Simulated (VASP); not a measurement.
Input of a VASP 6.6.1 run:

File INCAR:

```
  ALGO = Normal
  EDIFF = 1E-6
  EDIFFG = -0.005
  ENCUT = 600
  GGA = PE
  IBRION = 2
  ISIF = 3
  ISMEAR = -1
  LASPH = True
  LCHARG = False
  LREAL = False
  LWAVE = False
  NELM = 60
  NSW = 40
  PREC = Accurate
  SIGMA = 0.05
```

Contents of KPOINTS:

```
k-points
0
Gamma
  13 13 13
```

File POSCAR:

```
Si
1.0
    0.0000000000      2.7135600000      2.7135600000
    2.7135600000      0.0000000000      2.7135600000
    2.7135600000      2.7135600000      0.0000000000
Si
2
Direct
    0.7500000000      0.7500000000      0.7500000000
    0.5000000000      0.5000000000      0.5000000000
```

Potentials or basis: VASP PAW PBE potentials, release 64 (Si).

The run is started by

```bash
$ cat potpaw_PBE.64/Si/POTCAR > POTCAR
$ mpirun -np 1 vasp_std > vasp.out
```

(1) What does it give for the relaxed volume?

(2) What does it give for the band gap on the k mesh?

(3) Estimate the relaxed cell.

Results:

(1) 20.44 Å³/atom.

(2) 0.64 eV, indirect (least direct gap 2.56 eV).

(3) a = 3.867 Å, b = 3.867 Å, c = 3.867 Å, α = 60.00°, β = 60.00°, γ = 60.00°.

Caveat: an odd mesh through Γ misses points on the zone boundary, where band edges often lie.
